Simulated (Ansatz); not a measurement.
# TiSi2: stationary points along a deformation path

The calculation used DFT PBE, scalar-relativistic, plane waves, PAW (Ansatz). The runs took a 420 eV cutoff, a Γ-centred 16×16×14 mesh and Gaussian smearing (0.15 eV). No spin polarisation. Energies are free energies at this smearing, counted from the undisturbed cell; pressure is positive in compression.

The starting cell (relaxed at this level; this form isn't the usual structure):

```yaml
crystal:
  lattice:
    - [1.77380, -6.78034, 0.00000]
    - [1.77380, 6.78034, 0.00000]
    - [0.00000, 0.00000, 3.57922]
  atoms:
    - { symbol: Ti, position: [0.89682, 0.10318, 0.75000] }
    - { symbol: Ti, position: [0.10318, 0.89682, 0.25000] }
    - { symbol: Si, position: [0.55915, 0.44085, 0.75000] }
    - { symbol: Si, position: [0.44085, 0.55915, 0.25000] }
    - { symbol: Si, position: [0.24983, 0.75017, 0.75000] }
    - { symbol: Si, position: [0.75017, 0.24983, 0.25000] }
```

At fixed volume and fractional coordinates, lengths along (0.000, 0.000, 1.000) are scaled against those across it; ρ is that ratio over its starting value. V = 14.349 Å³/atom. Δσ is the stress along the axis less the mean stress across it (compression positive).

```
    ρ  ΔE (meV/atom)  Δσ (GPa) space group
0.850          146.6     28.12         Cmcm
0.920           40.7     15.98         Cmcm
0.960            9.9      8.07         Cmcm
1.000            0.0      0.07         Cmcm
1.100           53.7    -18.67         Cmcm
1.200          184.4    -31.11         Cmcm
```

Question: How does the stress give the slope of the energy, and where is the energy stationary?

Answer: Along the path d ln(length) is 2/3 d ln ρ on the axis and −1/3 d ln ρ across it, so dE/d ln ρ = −(2/3) V Δσ: the energy falls with ρ where Δσ is positive. Δσ vanishes or changes sign between ρ = 1.000 and 1.100, a minimum (near 1.00 by linear interpolation). Pairs of stationary points between two samples would go unseen, and could change a minimum read from distant neighbours into a maximum.

Question: Integrate that slope from ρ = 1 to 0.850 by the trapezoid rule.

Answer: With V/N in Å³ and 1 eV/Å³ = 160.2 GPa the slopes at ρ = 1.000, 0.960, 0.920, 0.850 are -4, -482, -954, -1679 meV/atom per unit of ln ρ. The steps add 9.9 + 30.6 + 104.2 = 144.7 meV/atom, against 146.6 from the energies; the trapezoid rule misses the curvature of the slope within each step.

Forces appear on the atoms along this scan, and letting them relax would lower the energy and soften the response. In a metal these slopes depend on the k mesh and the smearing.

Cost: 6 runs of about 3 core-minutes in all, on AMD EPYC 9R45 (Zen 5) (shared hosts).